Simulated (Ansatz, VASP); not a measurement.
Two plane-wave programs on MgO

```xyz
4
Lattice="3.5530 0.0000 0.0000 -1.7765 3.0770 0.0000 0.0000 0.0000 4.0549" Properties=species:S:1:pos:R:3 pbc="T T T"
Mg    1.7765    1.0257    3.0412
Mg    0.0000    2.0513    1.0137
O     1.7765    1.0257    1.0137
O     0.0000    2.0513    3.0412
```

Alike in both runs: task single point; functional PBEsol; k mesh 9 × 9 × 6; occupations gaussian, width 0.05 eV; no spin polarisation.

|  | VASP | Ansatz |
| --- | --- | --- |
| version | VASP 6.6.1 | Ansatz 0.2.0 |
| potentials or method | VASP PAW PBE potentials, release 64 (Mg, O) | scalar-relativistic, plane waves, PAW |
| plane-wave cutoff (eV) | 520 | 520 |
| valence electrons in the cell | 16 | 32 |

VASP gave:

| Property | Result |
| --- | --- |
| gap on the k mesh at the Fermi level (eV) | 3.34 |
| least direct gap on the mesh (eV) | 3.34 |
| pressure (GPa) | 0.7 |
| largest component of the traceless stress (GPa) | 6.54 |

Problem. What did Ansatz give for the same quantities?

Solution. gap on the k mesh at the Fermi level (eV): 3.34; least direct gap on the mesh (eV): 3.34; pressure (GPa): 1.1; largest component of the traceless stress (GPa): 6.55.

The functional is the same, so the differences come from potentials, cutoffs and numerics. The two sets of potentials don't hold the same shells in valence. Ansatz warned: «pseudo_functional_mismatch».

Caveats: the PAW data sets were made with another functional, which shifts forces and pressure a little (VASP).
